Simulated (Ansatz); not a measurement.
**Ca: short molecular dynamics at 1200 K**

Theory: Ansatz, DFT PBE, scalar-relativistic, plane waves, PAW. Cutoff 420 eV, shifted (0.5, 0.5, 0.5 steps) 2×2×2 k-points, Fermi–Dirac smearing of 0.1 eV. The mesh is coarse. No spin polarisation.

16 atoms, starting at 1.04 times the perfect crystal's volume (space group Immm, not the usual structure, the cell as given, not relaxed at this level); Langevin thermostat and barostat at 1200 K (friction 0.005 fs⁻¹), target pressure 0 GPa; 16 steps of 3 fs. The run is short and not equilibrated. The crystal has no gap, and so coarse a mesh can leave errors of tens of meV/atom and of a GPa or more. The steps keep the starting cell's plane waves.

First frame:

```
Ca
1.0
     8.49630    0.00000   -4.95506
    -8.49630    0.00000   -4.95506
     0.00000    8.51756    4.95506
Ca
16
Direct
  0.00000 0.50000 0.00000
  0.25000 0.25000 0.00000
  0.50000 0.00000 0.00000
  0.75000 0.50000 0.25000
  0.00000 0.25000 0.25000
  0.50000 0.50000 0.50000
  0.75000 0.75000 0.00000
  0.25000 0.00000 0.25000
  0.50000 0.75000 0.25000
  0.75000 0.25000 0.50000
  0.25000 0.50000 0.75000
  0.00000 0.00000 0.50000
  0.50000 0.25000 0.75000
  0.25000 0.75000 0.50000
  0.75000 0.00000 0.75000
  0.00000 0.75000 0.75000
```

| Quantity | Value |
| --- | --- |
| Mean temperature over the second half | 800 K |
| Mean pressure over the second half (kinetic part included) | -0.3 GPa |
| Mean potential energy above the perfect crystal (as given, at volume ratio 1; besides heat the difference comes from the volume, 4 % larger; the free energy holds the electrons' entropy) | 80 meV/atom |
| Mean volume over the second half | 44.76 Å³/atom |
| Mean-square drift of Ca from first to last step (mean shift of all atoms removed) | 0.12 Å² |

Pair distribution functions g(r), second half of the run, up to half the cell's height:

| r (Å) | Ca-Ca |
| --- | --- |
| 3.15 | 0.0 |
| 3.25 | 0.2 |
| 3.35 | 0.1 |
| 3.45 | 0.3 |
| 3.55 | 0.9 |
| 3.65 | 3.0 |
| 3.75 | 3.7 |

Along the run (potential energy from its first value; pressure with the kinetic part):

```csv
t (fs),T (K),ΔE_pot (meV/atom),P (GPa)
0.0,1125,0.0,-0.7
3.0,1062,0.6,-0.7
6.0,1086,2.5,-0.7
9.0,1132,5.6,-0.7
12.0,1080,9.7,-0.6
15.0,1097,14.9,-0.6
18.0,1128,21.2,-0.6
21.0,1042,28.3,-0.5
24.0,966,36.0,-0.5
27.0,907,44.1,-0.5
30.0,866,52.6,-0.4
33.0,896,62.0,-0.3
36.0,809,71.7,-0.3
39.0,830,81.1,-0.2
42.0,706,90.1,-0.2
45.0,630,98.3,-0.1
48.0,587,105.6,-0.1
```

Cost: 1 run of about 9.8 core-minutes (earlier runs that led there not counted), on Arm Neoverse V1 (shared hosts).